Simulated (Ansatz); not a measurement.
Computed with Ansatz on PBE0-D4/def2-TZVP structures; ΔE is electronic, products minus reactants. CBS: MP2 limit from def2 TZ/QZ plus the TZ coupled-cluster correction, frozen cores. Functionals use def2-TZVPP. One conformer a species, not always the lowest.

Reaction (formal exchange of groups at the Si–C bond): `C[SiH2]C[S][AlH2]` + `NC(N)=O` → `C[SiH2]C(N)=O` + `NC[S][AlH2]`

```
            species  ωB97X-V energy (Eh)
`C[SiH2]C[S][AlH2]`          -1011.65892
          `NC(N)=O`           -225.29807
    `C[SiH2]C(N)=O`           -499.89900
      `NC[S][AlH2]`           -737.03354
```

**Question.** Work out ΔE.

**Answer.** ΔE = (-499.89900) + (-737.03354) − (-1011.65892) − (-225.29807) = 0.02445 Eh = +15.3 kcal/mol. CCSD(T)/CBS gives +14.6 kcal/mol.

Largest T1 diagnostic among the species: 0.015.

From PBE to PBE0 (25 % exact exchange), in def2-TZVPP and without D4, ΔE moves by +2.7 kcal/mol. The D4 term adds +1.4 kcal/mol with B3LYP and +0.7 kcal/mol with PBE0; it sums over pairs of atoms, weighted by their polarisabilities, and B3LYP, whose exchange is more repulsive, gets the larger term.

B3LYP here is the variant with VWN-RPA as its local correlation; programs differ in this.
